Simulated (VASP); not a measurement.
Mn, 2 atoms in the cell. It takes space group P6_3/mmc (No. 194, hexagonal). Conventional cell: a = 2.478 Å, b = 2.478 Å, c = 4.025 Å, α = 90.00°, β = 90.00°, γ = 120.00°. Mn (site symmetry -6m2) is surrounded by 12 Mn at 2.47 to 2.48 Å. The cell was built by a generator and needn't be a form met in nature.

| Property | Result |
| --- | --- |
| Program | VASP 6.6.1 |
| Task | single point |
| Functional | PBE |
| Potentials or basis | VASP PAW PBE potentials, release 64 (Mn_pv) |
| Cutoff | 520 eV |
| k mesh | 8 × 8 × 6 |
| Occupations | gaussian, width 0.05 eV |
| Spin | collinear spin, typed start |
| Starting moments | [3.5, 3.5] μB |
| Dipole correction | no |
| Further INCAR settings | ALGO = Normal; EDIFF = 1e-07; NBANDS = 24 |

Potentials or basis: VASP PAW PBE potentials, release 64 (Mn_pv).

Launch:

```console
$ cat potpaw_PBE.64/Mn_pv/POTCAR > POTCAR
$ mpirun -np 1 vasp_std > vasp.out
```

Hardware: 1 thread of Intel(R) Xeon(R) Platinum 8488C (Sapphire Rapids) (shared host).

**Question.** Estimate the wall time of this run.

**Answer.** Wall time 31 s on 1 thread of Intel(R) Xeon(R) Platinum 8488C (Sapphire Rapids) (shared host), peak memory 0.15 GiB. Counts: scf iterations 18, k points 40.
